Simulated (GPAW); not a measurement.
# Ge (Fd-3m) in GPAW: settings compared

One crystal, Ge, is run at these levels: LDA, BP86; tasks: band structure, equation of state.

Program: GPAW 26.7.0. These are calculated values, not measurements. Logs are shortened: lines on timing, memory, paths and dates and some standing lists are left out, and cuts for length are marked. The log counts tension as positive stress, the text compression.

**What was measured.**

From “Temperature-dependent photoluminescence in Ge: experiment and theory”, 2020, arxiv:2003.00143, for a bulk crystal of Ge at 0 K: band gap 0.744 eV (indirect).

The runs below are set against these values where they give the same quantity.

## 1. The structure

Symmetry: Fd-3m, No. 227, cubic system. The conventional cell has a = 5.658 Å, b = 5.658 Å, c = 5.658 Å, α = 90.00°, β = 90.00°, γ = 90.00°. Around Ge (site symmetry -43m) lie 4 Ge at 2.45 Å.

## 2. Band structure, LDA, spin-orbit coupling, no magnetisation

run.py reads:

```python
import numpy as np
from ase.dft.bandgap import bandgap
from ase.io import read, write
from ase.units import GPa
from gpaw import GPAW, PW
from gpaw.spinorbit import soc_eigenstates

atoms = read('Ge.cif')

calc = GPAW(mode=PW(600),
            xc='LDA',
            kpts={'size': (8, 8, 8), 'gamma': True},
            occupations={'name': 'fermi-dirac', 'width': 0.05},
            nbands=11,
            convergence={'density': 1e-05, 'energy': 1e-05},
            maxiter=150,
            txt='gpaw.txt')
atoms.calc = calc
energy = atoms.get_potential_energy()
forces = atoms.get_forces()
stress = atoms.get_stress()
calc.write('gs.gpw')
write('result.traj', atoms)
print(f'Energy: {energy:.6f} eV')
print('Forces (eV/A):')
print(forces.round(4))
print('Stress (GPa):', (stress / GPa).round(3))
print('Fermi level:', round(calc.get_fermi_level(), 4), 'eV')
print(f'Gap: {bandgap(calc)[0]:.4f} eV, direct: {bandgap(calc, direct=True)[0]:.4f} eV')

path = atoms.cell.bandpath('GXWKGLUWLK,UX', npoints=100, eps=1e-4)
bs_calc = calc.fixed_density(kpts=path, symmetry='off', nbands=21,
                             convergence={'bands': 'CBM+6.0', 'eigenstates': 1e-6}, txt='bands.txt')
bs = bs_calc.band_structure()
bs.write('bs.json')
print(f'Gap on the path: {bandgap(bs_calc)[0]:.4f} eV')

soc = soc_eigenstates(bs_calc, theta=0, phi=0)
np.savetxt('soc_bands.dat', soc.eigenvalues(), fmt='%.4f')
mesh = soc_eigenstates('gs.gpw', theta=0, phi=0)
np.savetxt('soc_mesh.dat', mesh.eigenvalues(), fmt='%.4f')
print('Fermi level with spin-orbit coupling:', round(mesh.fermi_level, 4), 'eV')
```

Ge.cif reads:

```cif
data_Ge
_cell_length_a 4.00068289
_cell_length_b 4.00068289
_cell_length_c 4.00068289
_cell_angle_alpha 60.00000000
_cell_angle_beta 60.00000000
_cell_angle_gamma 60.00000000
_space_group_name_H-M_alt 'P1'
_space_group_name_Hall 'P 1'
_space_group_IT_number 1
loop_
_space_group_symop_operation_xyz
'x,y,z'
loop_
_atom_site_label
_atom_site_type_symbol
_atom_site_symmetry_multiplicity
_atom_site_Wyckoff_symbol
_atom_site_fract_x
_atom_site_fract_y
_atom_site_fract_z
_atom_site_occupancy
Ge1 Ge 1 a 0.7500000000 0.7500000000 0.7500000000 1
Ge2 Ge 1 a 0.5000000000 0.5000000000 0.5000000000 1
```

Potentials or basis: the program's PAW data sets (release 1.2.1) made for this functional, pw.

Run with:

```console
$ OMP_NUM_THREADS=1 python run.py
```

gpaw.txt:

```text
__  _  _
 | _ |_)|_||  |
 |__||  | ||/\| - 26.7.0

Input parameters:
  mode=PW(ecut=600.0),
  convergence={'density': 1e-05, 'energy': 1e-05},
  kpts=MonkhorstPack(size=(8, 8, 8), gamma=True),
  maxiter=150,
  nbands=11,
  occupations=Occupations(name='fermi-dirac', width=0.05),
  xc=XC(name='LDA')

Diagonalizing LCAO Hamiltonian
Converting LCAO to pw mode

             Ge
       Ge

Atoms  # Å, Bohr magnetons
|   | symbol |        x |        y |        z |    initial magnetic moments |
|---|--------|----------|----------|----------|-----------------------------|
| 0 |     Ge | 6.001024 | 3.464693 | 2.449908 | ( 0.0000,  0.0000,  0.0000) |
| 1 |     Ge | 4.000683 | 2.309795 | 1.633272 | ( 0.0000,  0.0000,  0.0000) |

Unit cell  # Å
| periodic |        x |        y |        z |  lengths |    angles |
|----------|----------|----------|----------|----------|-----------|
|      yes | 4.000683 | 0.000000 | 0.000000 | 4.000683 | 60.000000 |
|      yes | 2.000341 | 3.464693 | 0.000000 | 4.000683 | 60.000000 |
|      yes | 2.000341 | 1.154898 | 3.266544 | 4.000683 | 60.000000 |

Number of symmetries: 24
Symmetry operations  # r_c * U_cc + t_c -> r_c
|    | kind |            matrix            |
|----|------|------------------------------|
|  0 |  E   |  1, 0, 0,  0, 1, 0,  0, 0, 1 |
|  1 |  σ   |  1, 0, 0,  0, 0, 1,  0, 1, 0 |
|  2 |  σ   |  1, 0,-1,  0, 1,-1,  0, 0,-1 |
|  3 |  C3  |  1, 0,-1,  0, 0,-1,  0, 1,-1 |
|  4 |  C3  |  1,-1, 0,  0,-1, 1,  0,-1, 0 |
|  5 |  σ   |  1,-1, 0,  0,-1, 0,  0,-1, 1 |
|  6 |  σ   |  0, 1, 0,  1, 0, 0,  0, 0, 1 |
|  7 |  C3  |  0, 1, 0,  0, 0, 1,  1, 0, 0 |
|  8 |  C2  |  0, 1,-1,  1, 0,-1,  0, 0,-1 |
|  9 |  S4  |  0, 1,-1,  0, 0,-1,  1, 0,-1 |
| 10 |  C3  |  0, 0, 1,  1, 0, 0,  0, 1, 0 |
| 11 |  σ   |  0, 0, 1,  0, 1, 0,  1, 0, 0 |
| 12 |  S4  |  0, 0,-1,  1, 0,-1,  0, 1,-1 |
| 13 |  C3  |  0, 0,-1,  0, 1,-1,  1, 0,-1 |
| 14 |  S4  |  0,-1, 1,  1,-1, 0,  0,-1, 0 |
| 15 |  C2  |  0,-1, 1,  0,-1, 0,  1,-1, 0 |
| 16 |  C3  |  0,-1, 0,  1,-1, 0,  0,-1, 1 |
| 17 |  S4  |  0,-1, 0,  0,-1, 1,  1,-1, 0 |
| 18 |  S4  | -1, 1, 0, -1, 0, 1, -1, 0, 0 |
| 19 |  C3  | -1, 1, 0, -1, 0, 0, -1, 0, 1 |
| 20 |  C3  | -1, 0, 1, -1, 1, 0, -1, 0, 0 |
| 21 |  S4  | -1, 0, 1, -1, 0, 0, -1, 1, 0 |
| 22 |  σ   | -1, 0, 0, -1, 1, 0, -1, 0, 1 |
| 23 |  C2  | -1, 0, 0, -1, 0, 1, -1, 1, 0 |

BZ-sampling:
  Number of BZ points: 512
  Number of IBZ points: 29

  Monkhorst-Pack size: [8, 8, 8]
  Monkhorst-Pack shift: [0.0625, 0.0625, 0.0625]

K-points  # in reciprocal-cell coordinates
|     |                                coordinates |     weight |
|-----|--------------------------------------------|------------|
|   0 | (  0.00000000,   0.00000000,   0.00000000) | 0.00195312 |
|   1 | (  0.12500000,   0.12500000,   0.00000000) | 0.01171875 |
|   2 | (  0.12500000,   0.12500000,   0.12500000) | 0.01562500 |
|   3 | (  0.25000000,   0.12500000,   0.12500000) | 0.02343750 |
|   4 | (  0.25000000,   0.25000000,   0.00000000) | 0.01171875 |
|   5 | (  0.25000000,   0.25000000,   0.12500000) | 0.04687500 |
|   6 | (  0.25000000,   0.25000000,   0.25000000) | 0.01562500 |
|   7 | (  0.37500000,   0.25000000,  -0.37500000) | 0.04687500 |
|   8 | (  0.37500000,   0.25000000,   0.12500000) | 0.04687500 |
|   9 | (  0.37500000,   0.25000000,   0.25000000) | 0.04687500 |
| ... |                                            |            |
|  28 | (  0.50000000,   0.50000000,   0.50000000) | 0.00781250 |

Plane wave coefficients: 1540
Cutoff: 600.0 eV

Spin-components: 1 (collinear spins)
Bands:           11
Projectors:      10
Spin-degeneracy: 2
Datatype:        complex128

Parallelization:
  kpt:    1
  domain: 1
  band:   1

Density:
  Valence electrons: 8.0
  Components: 1
  Grid points: [24 24 24]
  Charge: 0.0  # |e|

Potential:
  Grid points: [24 24 24]

species:
  Ge:
    name:    Germanium
    Z:       32.0
    valence: 4
    core:    28
    charge:  0.0  # [|e|]
    compensation charges:
      type: gauss
      rc: 0.32  # [Å]
      lmax: 2
    cutoffs:
      filter: 1.77  # [Å]
      core: 3.42  # [Å]
    projectors
    | kind |    occ | energy [eV] | rcut [Å] |
    |------|--------|-------------|----------|
    |   4s |  2.000 |     -11.940 |    1.005 |
    |   4p |  2.000 |      -4.047 |    1.005 |
    |    s |        |      15.272 |    1.005 |
    |    p |        |      23.164 |    1.005 |
    |    d |        |       0.000 |    1.005 |

    Using partial waves for Ge as LCAO basis

Reference energy: -114035.635429  # eV

eigensolver:
  PPCG
  Converge bands: occupied
  niter=2

density mixing:
  MSR1-Mixer
  Pratt-step length: 0.05
  Maximum mixing coefficient: 0.75
  Old densities: 10
  SVD Regularization: 0.005
  Good broyden scale: 1.0
  Trust region scale: 1.0
  Backstep threshold: 4.0
  History deletion threshold: 6.0
  Fourier metric: weight=20.0, sigma=0.015

occupation numbers:
  Fermi-Dirac:
    width: 0.0500  # eV

poisson solver:
  ecut: 4800.0  # eV

xc functional:
  name: None

convergence criteria:
- Maximum integral of absolute [dens]ity change: 1e-05 electrons / valence electron
- Maximum [total energy] change in last 3 cyles: 1e-05 eV / valence electron
- Maximum integral of absolute [eigenst]ate change: 4e-08 eV^2 / valence electron
maximum number of iterations: 150

SCF iterations
|iter     | |      energy | eigst |  dens |
|---------|-|-------------|-------|-------|
|iter:   1| |  -10.482442 | -0.44 |       |
|iter:   2| |  -10.471579 | -2.71 | -0.91 |
|iter:   3| |  -10.381598 | -2.56 | -0.93 |
|iter:   4| |  -10.378350 | -3.57 | -1.57 |
|iter:   5| |  -10.378308 | -5.19 | -2.48 |
|iter:   6| |  -10.378309c| -6.53 | -3.32 |
|iter:   7| |  -10.378309c| -7.83c| -3.77 |
|iter:   8| |  -10.378309c| -8.43c| -5.00c|

Converged in 8 steps
Energy contributions relative to reference atoms: (reference = -114035.635429)

Energy contributions:
  Kinetic:          26.057352
  Coulomb:         -23.482234
  Zero:              0.003112
  External:          0.000000
  Xc:              -12.956047
  Entropy:          -0.000986
  Spinorbit:         0.000000
  ----------------------------
  Free energy:     -10.378802
  Extrapolated:    -10.378309

dipole moment: (5.193296, 2.998351, 2.120154)  # |e|*Ang

Fermi level: 5.658
Eigenvalues  # (at kpt = [0.000, 0.000, 0.000])
| band index |      eig [eV] | occ [0-2] |
|------------|---------------|-----------|
|          0 |        -7.133 |     2.000 |
|          1 |         5.542 |     1.821 |
|          2 |         5.670 |     0.881 |
|          3 |         5.670 |     0.881 |
|          4 |         5.670 |     0.881 |
|          5 |         8.209 |     0.000 |
|          6 |         8.209 |     0.000 |
|          7 |         8.209 |     0.000 |
|          8 |        11.895 |     0.000 |
|          9 |        15.141 |     0.000 |
|         10 |        15.147 |     0.000 |

No gap
No difference between direct/indirect transitions

Forces  # eV/Ang
|        x |       y |        z |
|----------|---------|----------|
|  0.00000 | 0.00000 | -0.00000 |  # Ge   0
| -0.00000 | 0.00000 | -0.00000 |  # Ge   1

Stress tensor  # eV/Ang^3
|         x |         y |         z |
|-----------|-----------|-----------|
|  0.006053 | -0.000000 | -0.000000 |
|  0.000000 |  0.006053 | -0.000000 |
| -0.000000 |  0.000000 |  0.006053 |

# Writing to gs.gpw (mode='')
```

Wall time 35 s (1 thread of AMD EPYC 7R43 (Zen 3), shared host); peak memory 0.26 GiB.

What came out:

```yaml
Free_energy: -10.3788 eV
Pressure: -1.0 GPa
Band_gap_along_the_path: none (metal or under the smearing width)
```

Levels at the corners of the path, in eV from the Fermi level:
| point | band 5 | band 6 | band 7 | band 8 | band 9 | band 10 | band 11 | band 12 |
| --- | --- | --- | --- | --- | --- | --- | --- | --- |
| Γ | -0.13 | -0.13 | 0.11 | 0.11 | 0.11 | 0.11 | 2.38 | 2.38 |
| X | -3.07 | -3.07 | -3.07 | -3.07 | 0.66 | 0.66 | 0.66 | 0.66 |
| W | -3.96 | -3.96 | -3.88 | -3.88 | 4.19 | 4.19 | 4.34 | 4.34 |
| K | -4.36 | -4.36 | -2.63 | -2.63 | 1.07 | 1.07 | 4.03 | 4.03 |
| Γ | -0.13 | -0.13 | 0.11 | 0.11 | 0.11 | 0.11 | 2.38 | 2.38 |
| L | -1.50 | -1.50 | -1.30 | -1.30 | 0.07 | 0.07 | 3.67 | 3.67 |
| U | -4.36 | -4.36 | -2.63 | -2.63 | 1.07 | 1.07 | 4.03 | 4.03 |
| W | -3.96 | -3.96 | -3.88 | -3.88 | 4.19 | 4.19 | 4.34 | 4.34 |
| L | -1.50 | -1.50 | -1.30 | -1.30 | 0.07 | 0.07 | 3.67 | 3.67 |
| K | -4.36 | -4.36 | -2.63 | -2.63 | 1.07 | 1.07 | 4.03 | 4.03 |
| U | -4.36 | -4.36 | -2.63 | -2.63 | 1.07 | 1.07 | 4.03 | 4.03 |
| X | -3.07 | -3.07 | -3.07 | -3.07 | 0.66 | 0.66 | 0.66 | 0.66 |

Caveat: spin-orbit coupling was added after a scalar SCF, so levels and gaps hold it while energy, forces, pressure and moments don't; this program's spin-orbit splittings come out too wide for heavy elements; this crystal is a semiconductor, whose small gap the functional closes, so the metal is an error of the method.

## 3. Equation of state, BP86

run.py reads:

```python
from ase.eos import EquationOfState
from ase.io import Trajectory, read
from ase.units import GPa
from gpaw import GPAW, PW, setup_paths

setup_paths.insert(0, '.')

atoms = read('Ge.xyz')

traj = Trajectory('eos.traj', 'w')
volumes, energies = [], []
for x in [0.94, 0.96, 0.98, 1.0, 1.02, 1.04, 1.06]:
    a = atoms.copy()
    a.set_cell(atoms.cell * x**(1 / 3), scale_atoms=True)
    calc = GPAW(mode=PW(600),
                xc='GGA_X_B88+GGA_C_P86',
                kpts={'size': (8, 8, 8), 'gamma': True},
                occupations={'name': 'fermi-dirac', 'width': 0.05},
                nbands=11,
                convergence={'density': 1e-05, 'energy': 1e-05},
                maxiter=150,
                txt=f'eos-{x:.2f}.txt')
    a.calc = calc
    energies.append(a.get_potential_energy(force_consistent=True))
    volumes.append(a.get_volume())
    p = -a.get_stress()[:3].mean() / GPa
    calc.write(f'eos-{x:.2f}.gpw')
    traj.write(a)
    print(f'{x:.2f} {volumes[-1]:10.4f} A^3 {energies[-1]:14.6f} eV {p:9.3f} GPa', flush=True)

v0, e0, B = EquationOfState(volumes, energies, eos='birchmurnaghan').fit()
print(f'V0 = {v0:.4f} A^3, E0 = {e0:.6f} eV, B0 = {B / GPa:.2f} GPa')
```

Ge.xyz reads:

```xyz
2
Lattice="0.0000000000 2.8289100000 2.8289100000 2.8289100000 0.0000000000 2.8289100000 2.8289100000 2.8289100000 0.0000000000" Properties=species:S:1:pos:R:3 pbc="T T T"
Ge     4.2433650000      4.2433650000      4.2433650000
Ge     2.8289100000      2.8289100000      2.8289100000
```

Potentials or basis: PAW data sets generated in the run's folder for this functional, pw.

Run with:

```console
$ gpaw-setup -f GGA_X_B88+GGA_C_P86 Ge
$ OMP_NUM_THREADS=1 python run.py
```

Run time: 75 s. Hardware: 1 thread of AMD EPYC 7R43 (Zen 3), shared host; peak memory 0.22 GiB.

It converged, with:

```yaml
Equilibrium_volume: "24.15 Å³/atom (rough: see the caveat)"
Bulk_modulus: 58 GPa (rough)
```

Energy against volume, from the lowest point:
```
volume (Å³/atom)  energy (meV/atom)
          21.281              77.63
          21.733              52.76
          22.186              33.44
          22.639              18.97
          23.092               8.82
          23.545               2.62
          23.997               0.00
```

Caveat: the minimum lies outside the volumes run.

## 4. Against experiment

Step 2. Measured gap of Ge: 0.744 eV (indirect; 0 K; “Temperature-dependent photoluminescence in Ge: experiment and theory”, 2020, arxiv:2003.00143). This calculation gives 0.00 eV (-0.74 eV). 3 values of this kind are on record (0.666 to 0.807 eV); this one was drawn at random among those near their median. The value is that of LDA, without temperature or zero-point motion. Semilocal functionals fall short of measured gaps as a rule.
